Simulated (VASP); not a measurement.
Crystal: BaTe.

```
CELL_PARAMETERS angstrom
0.00000 3.41000 3.41000
3.41000 0.00000 3.41000
3.41000 3.41000 0.00000
ATOMIC_POSITIONS crystal
Ba 0.00000 0.00000 0.00000
Te 0.50000 0.50000 0.50000
```

Base run:

- Program: VASP 6.6.1
- Functional: PBE
- Potentials or basis: VASP PAW PBE potentials, release 64 (Ba_sv, Te)
- Cutoff: 520 eV
- k mesh: 6 × 6 × 6
- Occupations: gaussian, width 0.02 eV
- Spin: spin-orbit coupling, no magnetisation

Its results: pressure 4.2 GPa.

Q: The run is repeated on the same cell with these changes: functional from PBE to LDA; potentials or basis from VASP PAW PBE potentials, release 64 (Ba_sv, Te) to VASP PAW LDA potentials, release 64 (Ba_sv, Te). What comes out?

A: Pressure 1.2 GPa.
